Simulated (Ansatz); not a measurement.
Infrared modes and screening in NaH (CsCl type)

Perturbation theory with PBEsol in Ansatz 0.2.0 on the PBEsol cell, ground state and force constants on an 8×8×8 mesh. Simulation only: spin-unpolarised, and no claim that this is the phase found in nature.

It is cubic, Pm-3m (No. 221); a = 2.938 Å in the conventional setting, 12.68 Å³ an atom. Around Na lie 8 H at 2.54 Å; around H lie 8 Na at 2.54 Å.

```xyz
2
Lattice="2.9380 0.0000 0.0000 0.0000 2.9380 0.0000 0.0000 0.0000 2.9380" Properties=species:S:1:pos:R:3 pbc="T T T"
Na    0.0000    0.0000    0.0000
H     1.4690    1.4690    1.4690
```

Optical modes without the longitudinal term:
```tsv
ω (cm⁻¹)	degeneracy	IR intensity, summed over the level ((D/Å)²/amu)
369	3	71.55
```

The optical mode at Γ lies at 369 cm⁻¹ without the longitudinal term. With the long-range field the highest mode reaches 846 cm⁻¹.

The clamped-ion dielectric constant comes out as 3.46 in all directions. With the ions relaxed, ε⁰ is 18.2 in all directions. Born charges, averaged over directions: Na +1.00, H -1.00 e.

With one polar mode in a cubic crystal the Lyddane-Sachs-Teller relation applies: (ω_LO/ω_TO)² = (846.2/369.5)² = 5.246, and ε⁰/ε∞ = 18.154/3.461 = 5.246. The refractive index √ε∞ is 1.86.

For comparison, on the r2SCAN cell the mean ε∞ is 3.07 with r2SCAN (ground state on 8×8×8; least gap 1.60 eV), 3.35 with PBE (ground state on 8×8×8; least gap 1.03 eV).
